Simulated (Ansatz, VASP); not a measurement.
Given: the input of a run of Ansatz 0.2.0 on Cs.

input.yaml

```yaml
crystal:
  lattice:
    - [-2.797358, 2.742481, 4.081189]
    - [2.804963, -2.737738, 4.08311]
    - [2.766821, 2.707201, -4.078006]
  atoms:
    - { symbol: Cs, position: [0.003942, -0.000267, 0.001482] }
hamiltonian:
  xc: pbe
  pseudopotentials: { kind: paw }
kpoints:
  mp_grid: { grid: [7, 7, 7] }
scf:
  occupations: { method: fermi_dirac, width: 0.05 }
output:
  forces: true
  stress: true
  eigenvalues: true
```

Potentials or basis: Ansatz PAW.

The run is started by

```console
$ ansatz run input.yaml --threads 2 --pin off --max-ram 5120MiB --backend cpu --events-out ev --progress --plain --runs-dir out
```

Problem. Set up the same calculation for VASP 6.6.1. Potentials there: VASP PAW PBE potentials, release 64 (Cs_sv).

Solution. As run (the cutoff follows the program's own potentials):

The input INCAR:

```
SYSTEM = Cs
  PREC = Accurate
  ENCUT = 520
  EDIFF = 1E-7
  ISMEAR = -1
  SIGMA = 0.05
  LREAL = .False.
  LASPH = .True.
  NELM = 100
  ALGO = Normal
  ISIF = 2
  LWAVE = .False.
  LCHARG = .True.
  GGA = PE
  LELF = .True.
  LVHAR = .True.
  NBANDS = 10
```

The input KPOINTS:

```
Automatic mesh
0
Gamma
  7 7 7
  0 0 0
```

POSCAR

```
Cs
1.0
   -2.7973580000      2.7424810000      4.0811890000
    2.8049630000     -2.7377380000      4.0831100000
    2.7668210000      2.7072010000     -4.0780060000
Cs
1
Direct
    0.0039420000     -0.0002670000      0.0014820000
```

Potentials or basis: VASP PAW PBE potentials, release 64 (Cs_sv).

The run is started by

```console
$ cat potpaw_PBE.64/Cs_sv/POTCAR > POTCAR
$ mpirun -np 1 vasp_std > vasp.out
```

Both were run:

|  | VASP | Ansatz | Ansatz less VASP |
| --- | --- | --- | --- |
| gap on the k mesh at the Fermi level (eV) | none | none | - |
| pressure (GPa) | -0.1 | -0.1 | +0.01 |
| largest component of the traceless stress (GPa) | 0.06 | 0.06 | 0.000 |

A gap of «none» marks a metal or a gap that the smearing closes. With one functional, cell and mesh, what is left measures potentials, basis and numerics.

Spin-orbit coupling is left out, which matters for the levels of Cs.
